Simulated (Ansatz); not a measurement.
# CdGeAs2: pressure against volume

CdGeAs2, I-42d, a = 6.048 Å, c = 11.484 Å. The structure is a Materials Project entry; whether it is the stable form wasn't checked. Ansatz: PBE, PAW, 420 eV, Γ-centred 8×8×8 mesh on 8 atoms, Gaussian smearing 0.01 eV; no spin polarisation. Shape and atoms are relaxed at each volume; pressure is positive in compression.

| V (Å³/atom) | P (GPa) |
| --- | --- |
| 24.681 | 3.76 |
| 25.469 | 1.72 |
| 26.257 | 0.00 |
| 27.045 | ? |
| 27.832 | -2.67 |

Task: Take V0 = 26.257 Å³/atom, fit the third-order Birch–Murnaghan form to the other rows, and predict the missing pressure.

Result: With the Eulerian strain f = ½[(V0/V)^(2/3) − 1] and y = P/[3f(1 + 2f)^(5/2)], the form is the line y = B0 + 1.5 B0 (B0′ − 4) f. Rows (f, y): 0.02106, 53.7; 0.01026, 53.1; -0.01905, 51.5. Means f = 0.004090, y = 52.767; Σ(Δf)² = 0.0008615, ΣΔfΔy = 0.04721; the slope is their ratio. y = 52.54 + 54.79 f GPa, so B0 = 52.5 GPa and B0′ = 4 + 2 × (54.79)/(3 × 52.54) = 4.70. At V = 27.045, f = -0.00976, y = 52.01 and P = -1.45 GPa. The run gave -1.44 GPa, so the fit is 0.01 GPa too low, a small miss on the scale of the series.